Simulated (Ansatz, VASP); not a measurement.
One calculation of Mg, two programs

```
CELL_PARAMETERS angstrom
0.00000 2.21543 2.21543
2.21543 0.00000 2.21543
2.21543 2.21543 0.00000
ATOMIC_POSITIONS crystal
Mg 0.00000 0.00000 0.00000
```

Change from the starting cell: volume scaled by 0.9405, PAW files.

Alike in both runs: task electric field gradients; functional PBE; k mesh 13 × 13 × 13; occupations fermi-dirac, width 0.08 eV; no spin polarisation.

|  | VASP | Ansatz |
| --- | --- | --- |
| version | VASP 6.6.1 | Ansatz 0.2.0 |
| potentials or method | VASP PAW PBE potentials, release 64 (Mg) | PAW with Ansatz's default frozen-core files, scalar-relativistic |
| plane-wave cutoff (eV) | 520 | 420 |
| valence electrons in the cell | 2 | 10 |

```tsv
	VASP	Ansatz	Ansatz less VASP
pressure (GPa)	2.4	2.5	+0.12
Vzz of the field gradient on the site that differs most (V/Å²)	0.0	0.0	0.00
```

The two sets of potentials don't hold the same shells in valence.
